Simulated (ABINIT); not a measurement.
# CdSe (Cadmoselite) (P6_3mc) in ABINIT: further runs

The runs below take CdSe (Cadmoselite) through single point, with LDA, PBE.

Program: ABINIT 10.8.3 (patched build). These are calculated values, not measurements. Logs are shortened: lines on timing, memory, paths and dates and some standing lists are left out, and cuts for length are marked. The log counts tension as positive stress, the text compression.

**The experiment to reproduce.**

From a printed reference work, data compilation, for a bulk crystal of CdSe at 2 K: band gap 1.841 eV.

The results are compared with them further down.

**1. The crystal as given**

Symmetry: P6_3mc, No. 186, hexagonal system. Conventional cell: a = 4.300 Å, b = 4.300 Å, c = 7.020 Å, α = 90.00°, β = 90.00°, γ = 120.00°. Cd (site symmetry 3m) has 4 Se at 2.61 to 2.70 Å as nearest neighbours. Se (site symmetry 3m) has 4 Cd at 2.61 to 2.70 Å as nearest neighbours.

**2. Single point, LDA**

Contents of run.abi:

```
# Pseudopotentials
pp_dirpath "./"
pseudos "Cd.upf, Se.upf"

# Structure
acell 3*1.0
rprim
     8.1258223359     0.0000000000     0.0000000000
    -4.0629111679     7.0371685696     0.0000000000
     0.0000000000     0.0000000000    13.2658773949
ntypat 2
znucl 48 34
natom 4
typat 1 1 2 2
xred
     0.6666666667     0.3333333333     0.5000000000
     0.3333333333     0.6666666667     0.0000000000
     0.6666666667     0.3333333333     0.8850000000
     0.3333333333     0.6666666667     0.3850000000

# Plane-wave basis
ecut 47.0

# k points
kptopt 1
ngkpt 5 5 3
nshiftk 1
shiftk 0.0 0.0 0.0

# Exchange and correlation
ixc 7

# Bands and occupations
nband 44
occopt 3
tsmear 0.05 eV

# SCF cycle
nstep 100
tolvrs 1.0e-10

# Output
iomode 3
prtwf 0
prtden 0
prteig 0
prtebands 0
enunit 2
prtvol 2
```

Potentials or basis: PseudoDojo NC SR LDA v0.4.1 standard.

On the command line:

```console
> abinit run.abi > log 2>&1
```

run.abo:

```text
.Version 10.8.3 of ABINIT
 Symmetries : space group P6_3 m c (#186); Bravais hP (primitive hexag.)
================================================================================
 Values of the parameters that define the memory need of the present run
     intxc =       0    ionmov =       0      iscf =       7    lmnmax =       6
     lnmax =       6     mgfft =      90  mpssoang =       3    mqgrid =    4095
     natom =       4  nloc_mem =       1    nspden =       1   nspinor =       1
    nsppol =       1      nsym =      12    n1xccc =    2501    ntypat =       2
    occopt =       3   xclevel =       1
       mpw =       11712          nfft =      262440          nkpt =          10
================================================================================
================================================================================

--------------------------------------------------------------------------------
------------- Echo of variables that govern the present computation ------------
--------------------------------------------------------------------------------
 -outvars: echo values of preprocessed input variables --------
            acell      1.0000000000E+00  1.0000000000E+00  1.0000000000E+00 Bohr
              amu      1.12411000E+02  7.89600000E+01
             ecut      4.70000000E+01 Hartree
           enunit           2
              ixc           7
         kptrlatt        5    0    0      0    5    0      0    0    3
          kptrlen      3.97976322E+01
            natom           4
            nband          44
            ngfft          54      54      90
             nkpt          10
            nstep         100
             nsym          12
           ntypat           2
           occopt           3
           prtden           0
        prtebands           0
           prteig           0
           prtvol           2
            prtwf           0
            rprim      8.1258223359E+00  0.0000000000E+00  0.0000000000E+00
                      -4.0629111679E+00  7.0371685696E+00  0.0000000000E+00
                       0.0000000000E+00  0.0000000000E+00  1.3265877395E+01
          spgroup         186
           tolvrs      1.00000000E-10
           tsmear      1.83746611E-03 Hartree
            typat      1  1  2  2
           xangst      2.1499999986E+00  1.2413030779E+00  3.5099999976E+00
                       1.7639162245E-11  2.4826061559E+00  0.0000000000E+00
                       2.1499999986E+00  1.2413030779E+00  6.2126999958E+00
                       1.7639162245E-11  2.4826061559E+00  2.7026999982E+00
[... 381 lines left out ...]
 kpt#   2, nband= 44, wtk=  0.08000, kpt=  0.2000  0.0000  0.0000 (reduced coord)
 -97.68041  -97.68038  -58.83597  -58.83579  -58.83423  -58.83422  -58.83418  -58.83413
 -43.13250  -43.13249  -43.13245  -43.13244  -43.11761  -43.11760  -43.11756  -43.11753
 -43.11639  -43.11633   -8.80915   -8.49884   -4.13202   -4.11617   -4.06213   -4.06127
  -4.04920   -3.83866   -3.81724   -3.78580   -3.74379   -3.41568   -0.35799    1.58599
   1.92993    2.56132    3.44439    3.45733    5.83139    6.86220    8.78681    9.67320
  10.05197   10.63183   10.68287   11.52186
 kpt#   3, nband= 44, wtk=  0.08000, kpt=  0.4000  0.0000  0.0000 (reduced coord)
 -97.68038  -97.68037  -58.83593  -58.83582  -58.83434  -58.83428  -58.83420  -58.83415
 -43.13256  -43.13255  -43.13244  -43.13243  -43.11762  -43.11759  -43.11758  -43.11752
[... 38 lines left out ...]
  10.80664   10.93385   11.33395   12.37706
 kpt#   9, nband= 44, wtk=  0.16000, kpt=  0.2000  0.2000  0.3333 (reduced coord)
 -97.68039  -97.68039  -58.83592  -58.83584  -58.83429  -58.83428  -58.83421  -58.83420
 -43.13253  -43.13253  -43.13245  -43.13245  -43.11760  -43.11759  -43.11758  -43.11754
 -43.11635  -43.11633   -8.58287   -8.48306   -4.06605   -4.04602   -4.00177   -4.00057
  -3.88675   -3.86242   -3.78471   -3.77652   -3.67781   -3.48343   -0.14906    0.28649
   1.83605    1.85201    2.38195    2.90622    6.96841    7.84371    8.70455    8.90047
   9.87178    9.99369   10.92928   11.83378
 kpt#  10, nband= 44, wtk=  0.16000, kpt=  0.4000  0.2000  0.3333 (reduced coord)
 -97.68038  -97.68038  -58.83589  -58.83585  -58.83432  -58.83431  -58.83424  -58.83422
 -43.13254  -43.13253  -43.13247  -43.13246  -43.11761  -43.11760  -43.11757  -43.11754
 -43.11633  -43.11633   -8.47814   -8.44099   -4.04361   -4.01254   -3.97477   -3.96673
  -3.84433   -3.82585   -3.79334   -3.77561   -3.43608   -3.38087   -0.53154   -0.35356
   1.22939    1.84895    2.23590    2.67985    7.09955    7.72491    8.88035    9.03109
   9.66167   10.80787   11.80178   12.19875
 Total charge density [el/Bohr^3]
)     Maximum=    2.5707E+00  at reduced coord.    0.3889    0.7593    0.9889
)Next maximum=    2.5707E+00  at reduced coord.    0.3704    0.7593    0.9889
)     Minimum=    1.0336E-03  at reduced coord.    0.0000    0.0000    0.1889
)Next minimum=    1.0336E-03  at reduced coord.    0.0000    0.0000    0.6889
   Integrated=    7.2000E+01

--- !EnergyTerms
iteration_state     : {dtset: 1, }
comment             : Components of total free energy in Hartree
kinetic             :  2.79291745492891E+02
hartree             :  2.01686486434638E+02
xc                  : -9.58362533348297E+01
Ewald energy        : -3.05864710221177E+02
psp_core            :  9.82317650051993E+00
local_psp           : -5.87938458379411E+02
non_local_psp       : -9.41742548223236E+01
internal            : -5.93012268329692E+02
'-kT*entropy'       : -1.28181285092138E-05
total_energy        : -5.93012281147820E+02
total_energy_eV     : -1.61366862309236E+04
band_energy         : -7.53865300341628E+01
...

 Cartesian components of stress tensor (hartree/bohr^3)
  sigma(1 1)=  5.02147332E-05  sigma(3 2)=  0.00000000E+00
  sigma(2 2)=  5.02147329E-05  sigma(3 1)=  0.00000000E+00
  sigma(3 3)=  1.06748041E-04  sigma(2 1)= -9.23627495E-14

-Cartesian components of stress tensor (GPa)         [Pressure= -2.0318E+00 GPa]
- sigma(1 1)=  1.47736846E+00  sigma(3 2)=  0.00000000E+00
- sigma(2 2)=  1.47736845E+00  sigma(3 1)=  0.00000000E+00
- sigma(3 3)=  3.14063580E+00  sigma(2 1)= -2.71740591E-09

== END DATASET(S) ==============================================================
================================================================================

 -outvars: echo values of variables after computation  --------
            acell      1.0000000000E+00  1.0000000000E+00  1.0000000000E+00 Bohr
           etotal     -5.9301228115E+02
            fcart      0.0000000000E+00  3.0610552486E-28  5.0329747224E-03
                       0.0000000000E+00 -3.0610552486E-28  5.0329747224E-03
                       5.3019032154E-28  6.1221104972E-28 -5.0329747224E-03
                      -5.3019032154E-28 -6.1221104972E-28 -5.0329747224E-03
            rprim      8.1258223359E+00  0.0000000000E+00  0.0000000000E+00
                      -4.0629111679E+00  7.0371685696E+00  0.0000000000E+00
                       0.0000000000E+00  0.0000000000E+00  1.3265877395E+01
           strten      5.0214733159E-05  5.0214732894E-05  1.0674804122E-04
                       0.0000000000E+00  0.0000000000E+00 -9.2362749496E-14
           xangst      2.1499999986E+00  1.2413030779E+00  3.5099999976E+00
                       1.7639162245E-11  2.4826061559E+00  0.0000000000E+00
                       2.1499999986E+00  1.2413030779E+00  6.2126999958E+00
                       1.7639162245E-11  2.4826061559E+00  2.7026999982E+00
             xred      6.6666666667E-01  3.3333333333E-01  5.0000000000E-01
                       3.3333333333E-01  6.6666666667E-01  0.0000000000E+00
                       6.6666666667E-01  3.3333333333E-01  8.8500000000E-01
                       3.3333333333E-01  6.6666666667E-01  3.8500000000E-01
 Calculation completed.
```

Run time: 9.4 min. Hardware: 1 thread of Arm Neoverse N1, shared host; peak memory 0.19 GiB.

What came out:

- Free energy: -16136.6862 eV
- Largest force: 0.259 eV/Å
- Band gap on the k mesh: 0.42 eV, direct
- Valence electrons inside the program's atomic spheres: Cd 17.16; Se 13.25

Forces on the atoms (eV/Å):
```
Cd   0.000  0.000  0.259
Cd   0.000  0.000  0.259
Se   0.000  0.000 -0.259
Se   0.000  0.000 -0.259
```

Levels at points of the mesh, in eV from the valence-band top:
```tsv
k point	band 33	band 34	band 35	band 36	band 37	band 38	band 39	band 40
(0.00, 0.00, 0.00)	-0.73	-0.02	0.00	0.00	0.42	1.90	5.75	5.75
```

Caveat: the cutoff is too short for stress, so the log's stress isn't used.

**3. Single point, PBE**

run.abi: that of step 2 with these lines changed.

```diff
@@ -5,7 +5,7 @@
 # Structure
-acell 3*1.0
+acell 3*1.0 Angstrom
 rprim
-     8.1258223359     0.0000000000     0.0000000000
-    -4.0629111679     7.0371685696     0.0000000000
-     0.0000000000     0.0000000000    13.2658773949
+     4.3000000000     0.0000000000     0.0000000000
+    -2.1500000000     3.7239092363     0.0000000000
+     0.0000000000     0.0000000000     7.0200000000
 ntypat 2
@@ -30,3 +30,3 @@
 # Exchange and correlation
-ixc 7
+ixc 11
 
@@ -35,3 +35,3 @@
 occopt 3
-tsmear 0.05 eV
+tsmear 0.00183747
 
@@ -47,3 +47 @@
 prtebands 0
-enunit 2
-prtvol 2
```

Potentials or basis: PseudoDojo NC SR PBE v0.4.1 standard.

On the command line:

```console
> abinit run.abi > log 2>&1
```

run.abo:

```text
.Version 10.8.3 of ABINIT
 Symmetries : space group P6_3 m c (#186); Bravais hP (primitive hexag.)
================================================================================
 Values of the parameters that define the memory need of the present run
     intxc =       0    ionmov =       0      iscf =       7    lmnmax =       6
     lnmax =       6     mgfft =      90  mpssoang =       3    mqgrid =    4095
     natom =       4  nloc_mem =       1    nspden =       1   nspinor =       1
    nsppol =       1      nsym =      12    n1xccc =    2501    ntypat =       2
    occopt =       3   xclevel =       2
       mpw =       11712          nfft =      262440          nkpt =          10
================================================================================
================================================================================

--------------------------------------------------------------------------------
------------- Echo of variables that govern the present computation ------------
--------------------------------------------------------------------------------
 -outvars: echo values of preprocessed input variables --------
            acell      1.8897261259E+00  1.8897261259E+00  1.8897261259E+00 Bohr
              amu      1.12411000E+02  7.89600000E+01
             ecut      4.70000000E+01 Hartree
              ixc          11
         kptrlatt        5    0    0      0    5    0      0    0    3
          kptrlen      3.97976322E+01
            natom           4
            nband          44
            ngfft          54      54      90
             nkpt          10
            nstep         100
             nsym          12
           ntypat           2
           occopt           3
           prtden           0
        prtebands           0
           prteig           0
            prtwf           0
            rprim      4.3000000000E+00  0.0000000000E+00  0.0000000000E+00
                      -2.1500000000E+00  3.7239092363E+00  0.0000000000E+00
                       0.0000000000E+00  0.0000000000E+00  7.0200000000E+00
          spgroup         186
           tolvrs      1.00000000E-10
           tsmear      1.83747000E-03 Hartree
            typat      1  1  2  2
           xangst      2.1500000000E+00  1.2413030788E+00  3.5100000000E+00
                      -3.9290183583E-16  2.4826061575E+00  0.0000000000E+00
                       2.1500000000E+00  1.2413030788E+00  6.2127000000E+00
                      -3.9290183583E-16  2.4826061575E+00  2.7027000000E+00
            xcart      4.0629111707E+00  2.3457228581E+00  6.6329387019E+00
                      -7.4247686409E-16  4.6914457162E+00  0.0000000000E+00
                       4.0629111707E+00  2.3457228581E+00  1.1740301502E+01
                      -7.4247686409E-16  4.6914457162E+00  5.1073628005E+00
             xred      6.6666666667E-01  3.3333333333E-01  5.0000000000E-01
                       3.3333333333E-01  6.6666666667E-01  0.0000000000E+00
                       6.6666666667E-01  3.3333333333E-01  8.8500000000E-01
                       3.3333333333E-01  6.6666666667E-01  3.8500000000E-01
            znucl       48.00000   34.00000

================================================================================

 chkinp: Checking input parameters for consistency.

================================================================================
== DATASET  1 ==================================================================

--- !DatasetInfo
iteration_state: {dtset: 1, }
dimensions: {natom: 4, nkpt: 10, mband: 44, nsppol: 1, nspinor: 1, nspden: 1, mpw: 11712, }
cutoff_energies: {ecut:  47.0, pawecutdg:  -1.0, }
electrons: {nelect:   7.20000000E+01, charge:   0.00000000E+00, occopt:   3.00000000E+00, tsmear:   1.83747000E-03, }
[... 105 lines left out ...]
 reduced coordinates (array xred) for    4 atoms
       0.666666666667      0.333333333333      0.500000000000
       0.333333333333      0.666666666667      0.000000000000
       0.666666666667      0.333333333333      0.885000000000
       0.333333333333      0.666666666667      0.385000000000
 rms dE/dt=  4.2867E-02; max dE/dt=  7.4264E-02; dE/dt below (all hartree)
    1       0.000000000000      0.000000000000     -0.074233719462
    2      -0.000000000000      0.000000000000     -0.074233719462
    3       0.000000000000      0.000000000000      0.074263515998
    4       0.000000000000      0.000000000000      0.074263515998

 cartesian coordinates (angstrom) at end:
    1      2.15000000000000     1.24130307876667     3.51000000000000
    2     -0.00000000000000     2.48260615753333     0.00000000000000
    3      2.15000000000000     1.24130307876667     6.21270000000000
    4     -0.00000000000000     2.48260615753333     2.70270000000000

 cartesian forces (hartree/bohr) at end:
    1     -0.00000000000000    -0.00000000000000     0.00559696245261
    2      0.00000000000000     0.00000000000000     0.00559696245261
    3     -0.00000000000000    -0.00000000000000    -0.00559696245261
    4     -0.00000000000000    -0.00000000000000    -0.00559696245261
 frms,max,avg= 3.2314078E-03 5.5969625E-03   0.000E+00  0.000E+00 -1.123E-06 h/b

 cartesian forces (eV/Angstrom) at end:
    1     -0.00000000000000    -0.00000000000000     0.28780738109563
    2      0.00000000000000     0.00000000000000     0.28780738109563
    3     -0.00000000000000    -0.00000000000000    -0.28780738109563
    4     -0.00000000000000    -0.00000000000000    -0.28780738109563
 frms,max,avg= 1.6616567E-01 2.8780738E-01   0.000E+00  0.000E+00 -5.775E-05 e/A
 length scales=  1.889726125908  1.889726125908  1.889726125908 bohr
              =  1.000000000000  1.000000000000  1.000000000000 angstroms
 Fermi (or HOMO) energy (hartree) =   0.16071   Average Vxc (hartree)=  -0.34312
 Eigenvalues (hartree) for nkpt=  10  k points:
 kpt#   1, nband= 44, wtk=  0.01333, kpt=  0.0000  0.0000  0.0000 (reduced coord)
  -3.58982   -3.58982   -2.15894   -2.15893   -2.15883   -2.15883   -2.15882   -2.15882
  -1.56932   -1.56932   -1.56932   -1.56932   -1.56877   -1.56877   -1.56877   -1.56877
  -1.56872   -1.56871   -0.31588   -0.30239   -0.14463   -0.14463   -0.14259   -0.14259
  -0.14235   -0.13152   -0.13152   -0.12915   -0.12915   -0.11883   -0.00869    0.12058
   0.12058    0.14648    0.14688    0.14688    0.17257    0.22478    0.36329    0.36329
   0.37269    0.40414    0.40414    0.43027
      occupation numbers for kpt#   1
   2.00000    2.00000    2.00000    2.00000    2.00000    2.00000    2.00000    2.00000
   2.00000    2.00000    2.00000    2.00000    2.00000    2.00000    2.00000    2.00000
   2.00000    2.00000    2.00000    2.00000    2.00000    2.00000    2.00000    2.00000
   2.00000    2.00000    2.00000    2.00000    2.00000    2.00000    2.00000    2.00000
   2.00000    1.99913    1.99892    1.99892    0.00315    0.00000    0.00000    0.00000
   0.00000    0.00000    0.00000    0.00000
 prteigrs : prtvol=0 or 1, do not print more k-points.

--- !EnergyTerms
iteration_state     : {dtset: 1, }
comment             : Components of total free energy in Hartree
kinetic             :  2.79794579185943E+02
hartree             :  2.02011177676569E+02
xc                  : -9.69213447232015E+01
Ewald energy        : -3.05864710014412E+02
psp_core            :  1.00035506211547E+01
local_psp           : -5.84609328190790E+02
non_local_psp       : -9.76425741016540E+01
internal            : -5.93228649546391E+02
'-kT*entropy'       : -1.25337642902835E-06
total_energy        : -5.93228650799768E+02
total_energy_eV     : -1.61425739490947E+04
band_energy         : -7.46745935512684E+01
...

 Cartesian components of stress tensor (hartree/bohr^3)
  sigma(1 1)= -1.18131337E-04  sigma(3 2)=  0.00000000E+00
  sigma(2 2)= -1.18131338E-04  sigma(3 1)=  0.00000000E+00
  sigma(3 3)= -4.64877610E-05  sigma(2 1)=  0.00000000E+00

-Cartesian components of stress tensor (GPa)         [Pressure=  2.7729E+00 GPa]
- sigma(1 1)= -3.47554394E+00  sigma(3 2)=  0.00000000E+00
- sigma(2 2)= -3.47554394E+00  sigma(3 1)=  0.00000000E+00
- sigma(3 3)= -1.36771715E+00  sigma(2 1)=  0.00000000E+00

== END DATASET(S) ==============================================================
================================================================================

 -outvars: echo values of variables after computation  --------
            acell      1.8897261259E+00  1.8897261259E+00  1.8897261259E+00 Bohr
           etotal     -5.9322865080E+02
            fcart     -6.6273790148E-29 -3.8263190582E-29  5.5969624526E-03
                       1.9882137044E-28  1.1478957174E-28  5.5969624526E-03
                      -6.6273790148E-29 -3.8263190582E-29 -5.5969624526E-03
                      -6.6273790148E-29 -3.8263190582E-29 -5.5969624526E-03
            rprim      4.3000000000E+00  0.0000000000E+00  0.0000000000E+00
                      -2.1500000000E+00  3.7239092363E+00  0.0000000000E+00
                       0.0000000000E+00  0.0000000000E+00  7.0200000000E+00
           strten     -1.1813133734E-04 -1.1813133753E-04 -4.6487761030E-05
                       0.0000000000E+00  0.0000000000E+00  0.0000000000E+00
           xangst      2.1500000000E+00  1.2413030788E+00  3.5100000000E+00
                      -3.9290183583E-16  2.4826061575E+00  0.0000000000E+00
                       2.1500000000E+00  1.2413030788E+00  6.2127000000E+00
                      -3.9290183583E-16  2.4826061575E+00  2.7027000000E+00
             xred      6.6666666667E-01  3.3333333333E-01  5.0000000000E-01
                       3.3333333333E-01  6.6666666667E-01  0.0000000000E+00
                       6.6666666667E-01  3.3333333333E-01  8.8500000000E-01
                       3.3333333333E-01  6.6666666667E-01  3.8500000000E-01
 Calculation completed.
```

Run time: 8.8 min. Hardware: 1 thread of Arm Neoverse N1, shared host; peak memory 0.21 GiB.

What came out:

| Item | Value |
| --- | --- |
| Free energy | -16142.5739 eV |
| Largest force | 0.288 eV/Å |
| Band gap on the k mesh | 0.70 eV, direct |
| Valence electrons inside the program's atomic spheres | Cd 17.17; Se 13.26 |

Forces in eV/Å, atoms in the order of the input:
```
Cd   0.000  0.000  0.288
Cd   0.000  0.000  0.288
Se   0.000  0.000 -0.288
Se   0.000  0.000 -0.288
```

Caveat: the cutoff is too short for stress, so the log's stress isn't used.

(Part 1 of 2 ends here.)
